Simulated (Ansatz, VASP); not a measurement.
Two plane-wave programs on BiTe

File INCAR:

```
SYSTEM = BiTe
PREC = Accurate ; ENCUT = 520
EDIFF = 1E-7 ; ISMEAR = -1
SIGMA = 0.05 ; LREAL = .FALSE.
LASPH = .TRUE. ; NELM = 60
ALGO = Normal ; ISIF = 2
LWAVE = .FALSE. ; LCHARG = .FALSE.
GGA = PE ; NBANDS = 18
```

Contents of KPOINTS:

```
regular mesh
0
G
  7 7 7
  0 0 0
```

Contents of POSCAR:

```
BiTe
1.0
    2.4227077728      1.3987509848      3.3172919545
   -2.4227077728      1.3987509848      3.3172919545
    0.0000000000     -2.7975019696      3.3172919545
Bi Te
1 1
Direct
    0.5044880000      0.4998580000      0.4976060000
   -0.0054950000      0.0073700000      0.0047280000
```

The input input.yaml:

```yaml
crystal:
  lattice:
    - [2.4227077728, 1.3987509848, 3.3172919545]
    - [-2.4227077728, 1.3987509848, 3.3172919545]
    - [0.0, -2.7975019696, 3.3172919545]
  atoms:
    - { symbol: Bi, position: [0.504488, 0.499858, 0.497606] }
    - { symbol: Te, position: [-0.005495, 0.00737, 0.004728] }
hamiltonian:
  xc: pbe
  pseudopotentials: { kind: paw }
kpoints:
  mp_grid: { grid: [7, 7, 7] }
scf:
  occupations: { method: fermi_dirac, width: 0.05 }
output:
  forces: true
  stress: true
  eigenvalues: true
```

Change from the starting cell: atoms moved at random, drawn with an rms of 0.05 Å.

Alike in both runs: task single point; functional PBE; k mesh 7 × 7 × 7; occupations fermi-dirac, width 0.05 eV; no spin polarisation.

|  | VASP | Ansatz |
| --- | --- | --- |
| version | VASP 6.6.1 | Ansatz 0.2.0 |
| potentials or method | VASP PAW PBE potentials, release 64 (Bi_d, Te) | Ansatz PAW |
| plane-wave cutoff (eV) | 520 | 420 |
| valence electrons in the cell | 21 | 31 |

```csv
,VASP,Ansatz,Ansatz less VASP
gap on the k mesh at the Fermi level (eV),none,none,-
pressure (GPa),0.1,0.2,+0.05
largest component of the traceless stress (GPa),0.09,0.09,-0.001
rms of the force components (eV/Å),0.055,0.054,-0.0003
```

Atom by atom the forces differ by 0.000 eV/Å (rms over components). A gap of «none» marks a metal or a gap that the smearing closes. The functional is the same, so the differences come from potentials, cutoffs and numerics. The two sets of potentials don't hold the same shells in valence.

Caveats: spin-orbit coupling is left out, which moves the levels of the heavy elements.
